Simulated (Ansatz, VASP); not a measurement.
Al in VASP and in Ansatz

Contents of INCAR:

```
SYSTEM = Al
PREC = Accurate
ENCUT = 520
EDIFF = 1E-6
ISMEAR = 0
SIGMA = 0.15
LREAL = .FALSE.
LASPH = .TRUE.
NELM = 60
ALGO = Normal
ISIF = 2
LWAVE = .FALSE.
LCHARG = .FALSE.
GGA = PE
NBANDS = 8
```

The input KPOINTS:

```
regular mesh
0
G
  20 20 20
  0 0 0
```

POSCAR

```
Al
1.0
   -1.6175102401      1.6175102401      1.6175102401
    1.6175102401     -1.6175102401      1.6175102401
    1.6175102401      1.6175102401     -1.6175102401
Al
1
Direct
    0.0000000000      0.0000000000      0.0000000000
```

Input for Ansatz:

```yaml
crystal:
  lattice:
    - [-1.6175102401, 1.6175102401, 1.6175102401]
    - [1.6175102401, -1.6175102401, 1.6175102401]
    - [1.6175102401, 1.6175102401, -1.6175102401]
  atoms:
    - { symbol: Al, position: [0.0, 0.0, 0.0] }
basis:
  ecutwfc: 420
kpoints:
  mp_grid: { grid: [20, 20, 20] }
hamiltonian:
  xc: pbe
scf:
  occupations: { method: gaussian, width: 0.15 }
output:
  forces: true
  stress: true
  eigenvalues: true
  write_density: true
  write_potential: true
  elf: true
  volumetric_format: npy
```

This isn't the form of Al at room conditions, which is fcc.

Alike in both runs: task single point; functional PBE; k mesh 20 × 20 × 20; occupations gaussian, width 0.15 eV; no spin polarisation.

|  | VASP | Ansatz |
| --- | --- | --- |
| version | VASP 6.6.1 | Ansatz 0.2.0 |
| potentials or method | VASP PAW PBE potentials, release 64 (Al) | scalar-relativistic, plane waves, PAW |
| plane-wave cutoff (eV) | 520 | 420 |
| valence electrons in the cell | 3 | 3 |

|  | VASP | Ansatz | Ansatz less VASP |
| --- | --- | --- | --- |
| gap on the k mesh at the Fermi level (eV) | none | none | - |
| pressure (GPa) | 0.0 | 0.0 | +0.02 |

A gap of «none» marks a metal or a gap that the smearing closes.
